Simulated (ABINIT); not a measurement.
# WS2 (Tungstenite) (P6_3/mmc) in ABINIT: equation of state

How stiff is WS2 (Tungstenite) in PBE, and what volume does it want? The cell is scaled to several volumes.

All numbers are computed with ABINIT 10.8.3 (patched build); they aren't measurements. Logs are shortened: lines on timing, memory, paths and dates and some standing lists are left out, and cuts for length are marked. The log counts tension as positive stress, the text compression.

### 1 The crystal as given

It takes space group P6_3/mmc (No. 194, hexagonal). The conventional cell has a = 3.180 Å, b = 3.180 Å, c = 12.500 Å, α = 90.00°, β = 90.00°, γ = 120.00°. Around W (site symmetry -6m2) lie 6 S at 2.41 Å. Around S (site symmetry 3m) lie 3 W at 2.41 Å.

### 2 Equation of state, PBE

Input file run.abi:

```
# Datasets: one volume each
ndtset 7
getwfk -1
scalecart1 3*0.9795861087
scalecart2 3*0.9864848297
scalecart3 3*0.9932883884
scalecart4 3*1.0000000000
scalecart5 3*1.0066227096
scalecart6 3*1.0131594038
scalecart7 3*1.0196128224

# Pseudopotentials
pp_dirpath "./"
pseudos "W.GGA_PBE-JTH.xml, S.GGA_PBE-JTH.xml"

# Structure
acell 3*1.0 Angstrom
rprim
     3.1800000000     0.0000000000     0.0000000000
    -1.5900000000     2.7539607840     0.0000000000
     0.0000000000     0.0000000000    12.5000000000
ntypat 2
znucl 74 16
natom 6
typat 1 1 2 2 2 2
xred
     0.6666666667     0.3333333333     0.7500000000
     0.3333333333     0.6666666667     0.2500000000
     0.6666666667     0.3333333333     0.3750000000
     0.3333333333     0.6666666667     0.8750000000
     0.6666666667     0.3333333333     0.1250000000
     0.3333333333     0.6666666667     0.6250000000

# Plane-wave basis
ecut 20.0
pawecutdg 40.0
pawxcdev 0

# k points
kptopt 1
ngkpt 10 10 3
nshiftk 1
shiftk 0.0 0.0 0.0

# Exchange and correlation
ixc 11

# Bands and occupations
nband 32
occopt 3
tsmear 0.05 eV

# SCF cycle
nstep 100
tolvrs 1.0e-9

# Output
iomode 3
prtwf 1
prtden 0
prteig 0
prtebands 0
```

Potentials or basis: JTH PAW PBE v2.0.

Run with:

```console
abinit run.abi > log 2>&1
```

run.abo:

```text
.Version 10.8.3 of ABINIT
 DATASET    1 : space group P6_3/m m c (#194); Bravais hP (primitive hexag.)
================================================================================
 Values of the parameters that define the memory need for DATASET  1.
     intxc =       0    ionmov =       0      iscf =      17    lmnmax =      18
     lnmax =       6     mgfft =      96  mpssoang =       3    mqgrid =    6588
     natom =       6  nloc_mem =       2    nspden =       1   nspinor =       1
    nsppol =       1      nsym =      24    n1xccc =       1    ntypat =       2
    occopt =       3   xclevel =       2
       mpw =        3008          nfft =       55296          nkpt =          28
 PAW method is used; the additional fine FFT grid is defined by:
   mgfftf=       135    nfftf =    174960
================================================================================
================================================================================
[... 71 lines left out ...]
 DATASET    7 : space group P6_3/m m c (#194); Bravais hP (primitive hexag.)
================================================================================
 Values of the parameters that define the memory need for DATASET  7.
     intxc =       0    ionmov =       0      iscf =      17    lmnmax =      18
     lnmax =       6     mgfft =     100  mpssoang =       3    mqgrid =    6858
     natom =       6  nloc_mem =       2    nspden =       1   nspinor =       1
    nsppol =       1      nsym =      24    n1xccc =       1    ntypat =       2
    occopt =       3   xclevel =       2
       mpw =        3368          nfft =       72900          nkpt =          28
 PAW method is used; the additional fine FFT grid is defined by:
   mgfftf=       144    nfftf =    186624
================================================================================
================================================================================

--------------------------------------------------------------------------------
------------- Echo of variables that govern the present computation ------------
--------------------------------------------------------------------------------
 -outvars: echo values of preprocessed input variables --------
            acell      1.8897261259E+00  1.8897261259E+00  1.8897261259E+00 Bohr
              amu      1.83850000E+02  3.20660000E+01
             ecut      2.00000000E+01 Hartree
           getwfk          -1
              ixc          11
           jdtset        1    2    3    4    5    6    7
         kptrlatt       10    0    0      0   10    0      0    0    3
          kptrlen1     5.88665529E+01
          kptrlen2     5.92811197E+01
          kptrlen3     5.96899680E+01
          kptrlen4     6.00932908E+01
          kptrlen5     6.04912712E+01
          kptrlen6     6.08840827E+01
          kptrlen7     6.12718898E+01
            natom           6
            nband          32
           ndtset           7
            ngfft1         24      24      96
            ngfft2         24      24      96
            ngfft3         27      27      96
            ngfft4         27      27      96
            ngfft5         27      27      96
            ngfft6         27      27     100
            ngfft7         27      27     100
          ngfftdg1         36      36     135
          ngfftdg2         36      36     135
          ngfftdg3         36      36     135
          ngfftdg4         36      36     144
          ngfftdg5         36      36     144
          ngfftdg6         36      36     144
          ngfftdg7         36      36     144
             nkpt          28
            nstep         100
             nsym          24
           ntypat           2
           occopt           3
        pawecutdg      4.00000000E+01 Hartree
         pawxcdev           0
           prtden           0
        prtebands           0
           prteig           0
            rprim1     3.1150838257E+00  0.0000000000E+00  0.0000000000E+00
                      -1.5575419128E+00  2.6977417279E+00  0.0000000000E+00
                       0.0000000000E+00  0.0000000000E+00  1.2244826359E+01
            rprim2     3.1370217584E+00  0.0000000000E+00  0.0000000000E+00
                      -1.5685108792E+00  2.7167405350E+00  0.0000000000E+00
                       0.0000000000E+00  0.0000000000E+00  1.2331060371E+01
            rprim3     3.1586570751E+00  0.0000000000E+00  0.0000000000E+00
                      -1.5793285376E+00  2.7354772689E+00  0.0000000000E+00
                       0.0000000000E+00  0.0000000000E+00  1.2416104855E+01
            rprim4     3.1800000000E+00  0.0000000000E+00  0.0000000000E+00
                      -1.5900000000E+00  2.7539607840E+00  0.0000000000E+00
                       0.0000000000E+00  0.0000000000E+00  1.2500000000E+01
            rprim5     3.2010602165E+00  0.0000000000E+00  0.0000000000E+00
                      -1.6005301083E+00  2.7721994665E+00  0.0000000000E+00
                       0.0000000000E+00  0.0000000000E+00  1.2582783870E+01
            rprim6     3.2218469041E+00  0.0000000000E+00  0.0000000000E+00
                      -1.6109234520E+00  2.7902012660E+00  0.0000000000E+00
                       0.0000000000E+00  0.0000000000E+00  1.2664492548E+01
            rprim7     3.2423687752E+00  0.0000000000E+00  0.0000000000E+00
                      -1.6211843876E+00  2.8079737278E+00  0.0000000000E+00
                       0.0000000000E+00  0.0000000000E+00  1.2745160280E+01
          spgroup         194
           tolvrs      1.00000000E-09
           tsmear      1.83746611E-03 Hartree
            typat      1  1  2  2  2  2
           useylm           1
           xangst1     1.5575419128E+00  8.9924724264E-01  9.1836197691E+00
                      -1.1814592969E-17  1.7984944853E+00  3.0612065897E+00
                       1.5575419128E+00  8.9924724264E-01  4.5918098845E+00
                      -1.1814592969E-17  1.7984944853E+00  1.0714223064E+01
                       1.5575419128E+00  8.9924724264E-01  1.5306032948E+00
                      -1.1814592969E-17  1.7984944853E+00  7.6530164742E+00
           xangst2     1.5685108792E+00  9.0558017833E-01  9.2482952784E+00
                       2.4510855471E-17  1.8111603567E+00  3.0827650928E+00
                       1.5685108792E+00  9.0558017833E-01  4.6241476392E+00
                       2.4510855471E-17  1.8111603567E+00  1.0789677825E+01
                       1.5685108792E+00  9.0558017833E-01  1.5413825464E+00
                       2.4510855471E-17  1.8111603567E+00  7.7069127320E+00
           xangst3     1.5793285376E+00  9.1182575629E-01  9.3120786413E+00
                      -5.6625444078E-17  1.8236515126E+00  3.1040262137E+00
                       1.5793285376E+00  9.1182575629E-01  4.6560393206E+00
                      -5.6625444078E-17  1.8236515126E+00  1.0864091748E+01
                       1.5793285376E+00  9.1182575629E-01  1.5520131069E+00
[... 52 lines left out ...]
                       1.0465906193E-16  3.4924651721E+00  2.0805763489E+01
                       3.0245635609E+00  1.7462325860E+00  2.9722519270E+00
                       1.0465906193E-16  3.4924651721E+00  1.4861259635E+01
            xcart6     3.0442041342E+00  1.7575720763E+00  1.7949316829E+01
                      -1.9648834186E-16  3.5151441526E+00  5.9831056096E+00
                       3.0442041342E+00  1.7575720763E+00  8.9746584144E+00
                      -1.9648834186E-16  3.5151441526E+00  2.0940869634E+01
                       3.0442041342E+00  1.7575720763E+00  2.9915528048E+00
                      -1.9648834186E-16  3.5151441526E+00  1.4957764024E+01
            xcart7     3.0635944922E+00  1.7687671047E+00  1.8063646770E+01
                      -2.0151145365E-16  3.5375342095E+00  6.0212155900E+00
                       3.0635944922E+00  1.7687671047E+00  9.0318233850E+00
                      -2.0151145365E-16  3.5375342095E+00  2.1074254565E+01
                       3.0635944922E+00  1.7687671047E+00  3.0106077950E+00
                      -2.0151145365E-16  3.5375342095E+00  1.5053038975E+01
             xred      6.6666666667E-01  3.3333333333E-01  7.5000000000E-01
                       3.3333333333E-01  6.6666666667E-01  2.5000000000E-01
                       6.6666666667E-01  3.3333333333E-01  3.7500000000E-01
                       3.3333333333E-01  6.6666666667E-01  8.7500000000E-01
                       6.6666666667E-01  3.3333333333E-01  1.2500000000E-01
                       3.3333333333E-01  6.6666666667E-01  6.2500000000E-01
            znucl       74.00000   16.00000

================================================================================

 chkinp: Checking input parameters for consistency, jdtset=   1.

 chkinp: Checking input parameters for consistency, jdtset=   2.
[... 52 lines left out ...]
- pspini: atom type   2  psp file is ./S.GGA_PBE-JTH.xml
 Pseudopotential format is: paw10
 basis_size (lnmax)=  4 (lmn_size=  8), orbitals=   0   0   1   1
 Spheres core radius: rc_sph= 1.90380259
 Shapefunction is SIN type: shapef(r)=[sin(pi*r/rshp)/(pi*r/rshp)]**2
 Radius for shape functions =  1.40128485
 Compensation charge density is not taken into account in XC energy/potential

   5.56838800E+03                                ecore*ucvol(ha*bohr**3)
--------------------------------------------------------------------------------

================================================================================

--- !BeginCycle
iteration_state: {dtset: 1, }
solver: {iscf: 17, nstep: 100, nline: 4, wfoptalg: 10, }
tolerances: {tolvrs: 1.00E-09, }
...
[... 1609 lines left out ...]
-Cartesian components of stress tensor (GPa)         [Pressure= -6.1699E+00 GPa]
- sigma(1 1)=  6.47268681E+00  sigma(3 2)=  0.00000000E+00
- sigma(2 2)=  6.47268682E+00  sigma(3 1)=  0.00000000E+00
- sigma(3 3)=  5.56431153E+00  sigma(2 1)=  0.00000000E+00

== END DATASET(S) ==============================================================
================================================================================

 -outvars: echo values of variables after computation  --------
            acell      1.8897261259E+00  1.8897261259E+00  1.8897261259E+00 Bohr
           etotal1    -1.7952748832E+02
           etotal2    -1.7953349771E+02
           etotal3    -1.7953746145E+02
           etotal4    -1.7953958895E+02
           etotal5    -1.7954006174E+02
           etotal6    -1.7953904649E+02
           etotal7    -1.7953667946E+02
            fcart1    -3.8880286462E-28  2.1567248018E-28  1.9523044008E-22
                       5.2602740507E-28 -1.0123402131E-28 -1.9523044008E-22
                       1.1435378371E-28 -2.2007395937E-29  2.6211917391E-02
                      -6.8612270227E-29 -2.2007395937E-29  2.6211917391E-02
                      -1.1435378371E-28  5.7219229435E-29 -2.6211917391E-02
                      -6.8612270227E-29 -1.2764289643E-28 -2.6211917391E-02
            fcart2     2.1953788943E-28 -6.5560479084E-29 -5.7824115866E-19
                      -3.2552169812E-28  3.9336287450E-29 -5.7824115866E-19
                      -9.8413536642E-29  1.1800886235E-28  1.7808519198E-02
                       8.3272992543E-29  1.1800886235E-28  1.7808519198E-02
[... 94 lines left out ...]
                       5.5383190449E-17  1.8481329777E+00  1.1009935886E+01
                       1.6005301083E+00  9.2406648884E-01  1.5728479838E+00
                       5.5383190449E-17  1.8481329777E+00  7.8642399188E+00
           xangst6     1.6109234520E+00  9.3006708867E-01  9.4983694106E+00
                      -1.0397715265E-16  1.8601341773E+00  3.1661231369E+00
                       1.6109234520E+00  9.3006708867E-01  4.7491847053E+00
                      -1.0397715265E-16  1.8601341773E+00  1.1081430979E+01
                       1.6109234520E+00  9.3006708867E-01  1.5830615684E+00
                      -1.0397715265E-16  1.8601341773E+00  7.9153078422E+00
           xangst7     1.6211843876E+00  9.3599124258E-01  9.5588702100E+00
                      -1.0663526893E-16  1.8719824852E+00  3.1862900700E+00
                       1.6211843876E+00  9.3599124258E-01  4.7794351050E+00
                      -1.0663526893E-16  1.8719824852E+00  1.1152015245E+01
                       1.6211843876E+00  9.3599124258E-01  1.5931450350E+00
                      -1.0663526893E-16  1.8719824852E+00  7.9657251750E+00
             xred      6.6666666667E-01  3.3333333333E-01  7.5000000000E-01
                       3.3333333333E-01  6.6666666667E-01  2.5000000000E-01
                       6.6666666667E-01  3.3333333333E-01  3.7500000000E-01
                       3.3333333333E-01  6.6666666667E-01  8.7500000000E-01
                       6.6666666667E-01  3.3333333333E-01  1.2500000000E-01
                       3.3333333333E-01  6.6666666667E-01  6.2500000000E-01
 Calculation completed.
```

It took 14 min on 1 thread of Arm Neoverse V1, shared host; peak memory 0.25 GiB.

Results:

```
Equilibrium volume                        : 18.54 Å³/atom
Bulk modulus at fixed shape and positions : 154 GPa
Pressure derivative of the bulk modulus   : 4.3
```

Energy against volume, from the lowest point:
```csv
volume (Å³/atom),energy (meV/atom)
17.150,57.02
17.515,29.77
17.880,11.79
18.245,2.14
18.610,0.00
18.975,4.60
19.340,15.34
```

Caveat: pressures at fixed basis lie under the slope of the energies; the cell was scaled at fixed shape and fractional positions, which overstates the stiffness of a crystal with free parameters, most of all of layers and chains; this functional lacks dispersion, which binds the layers, so the pressure and a relaxed spacing across them are unreliable. Spin-orbit coupling is left out, which matters for the levels of W.
